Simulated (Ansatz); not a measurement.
Sb: projected density of states with r2SCAN0

Crystal: Sb.

```xyz
1
Lattice="0.1734 2.3885 2.4959 2.4173 0.0647 2.6045 2.3205 2.4004 0.1615" Properties=species:S:1:pos:R:3 pbc="T T T"
Sb    0.0000    0.0000    0.0000
```

This isn't the form of Sb at room conditions, which is rhombohedral.

The cell isn't the ideal one: cell sheared at random, sigma 0.03, atoms nudged by 0.01 Å.

```yaml
Program: Ansatz 0.2.0
Task: projected density of states
Functional: r2SCAN0
Potentials_or_basis: Ansatz PAW
Cutoff: "500 eV (not typed: the program's choice for these potentials)"
k_mesh: 6 × 6 × 6
Occupations: fermi-dirac, width 0.05 eV
Spin: no spin polarisation
```

The pressure is 0.5 GPa. The band gap on the k mesh is none (metal or under the smearing width) and the density of states at the Fermi level is 0.48 states/eV per cell.

Stress tensor (GPa, compression positive):
```
 2.93 -0.57 -0.99
-0.57 -4.05  0.01
-0.99  0.01  2.57
```

Levels at points of the mesh, in eV from the Fermi level:
```
              k point  band 4  band 5  band 6  band 7  band 8  band 9  band 10  band 11  band 12  band 13
   (0.00, 0.00, 0.00)  -32.89  -32.86  -15.56    5.17    6.65    8.08    10.15    11.71    12.41    13.78
  (0.00, 0.00, -0.50)  -32.85  -32.83  -10.36   -7.34    2.97    5.10     8.04    10.56    11.41    11.86
  (0.00, -0.50, 0.00)  -32.86  -32.84  -11.27   -7.51    4.53    5.70     9.77    10.58    11.91    12.98
 (0.00, -0.50, -0.50)  -32.83  -32.82   -8.24   -6.08   -0.53    0.58     4.69     5.22    18.82    21.64
  (-0.50, 0.00, 0.00)  -32.84  -32.83  -10.18   -7.31    3.24    4.67     8.48    10.15    11.10    11.30
 (-0.50, 0.00, -0.50)  -32.84  -32.81   -8.99   -6.38   -1.58    2.46     4.25     6.85    20.36    21.15
 (-0.50, -0.50, 0.00)  -32.84  -32.82   -9.49   -6.78    0.97    1.90     5.58     6.36    21.32    21.69
(-0.50, -0.50, -0.50)  -32.85  -32.84  -11.88   -7.56    5.26    6.33    10.77    10.91    12.13    13.41
```

States per cell in windows of 1 eV (zero at the Fermi level; states under -8 eV left out):
| from (eV) | total | Sb 5p | Sb 5s |
| --- | --- | --- | --- |
| -8.0 | 0.01 | 0.01 | 0.00 |
| -7.0 | 0.12 | 0.11 | 0.01 |
| -6.0 | 0.64 | 0.58 | 0.06 |
| -5.0 | 0.49 | 0.40 | 0.08 |
| -4.0 | 0.29 | 0.23 | 0.05 |
| -3.0 | 0.53 | 0.46 | 0.06 |
| -2.0 | 0.46 | 0.40 | 0.04 |
| -1.0 | 0.43 | 0.38 | 0.03 |
| 0.0 | 0.54 | 0.49 | 0.03 |
| 1.0 | 0.62 | 0.57 | 0.02 |
| 2.0 | 0.66 | 0.60 | 0.02 |
| 3.0 | 0.53 | 0.48 | 0.01 |
| 4.0 | 0.37 | 0.34 | 0.01 |
| 5.0 | 0.30 | 0.21 | 0.00 |
| 6.0 | 0.27 | 0.08 | 0.00 |
| 7.0 | 0.45 | 0.02 | 0.00 |

It took 51 s on 2 threads of Arm Neoverse V1, on a shared host, peak memory 1.3 GiB.

Caveat: the k mesh is coarse (spacing up to 0.40 Å⁻¹), so the values aren't converged, least of all with exact exchange; the PAW data sets come from PBE, with cores solved anew for the run's functional, which leaves a small shift of forces and pressure; the density of states is complete only up to the lowest level of the last band computed; the thresholds are loose for stress. Spin-orbit coupling is left out, which matters for the levels of Sb.
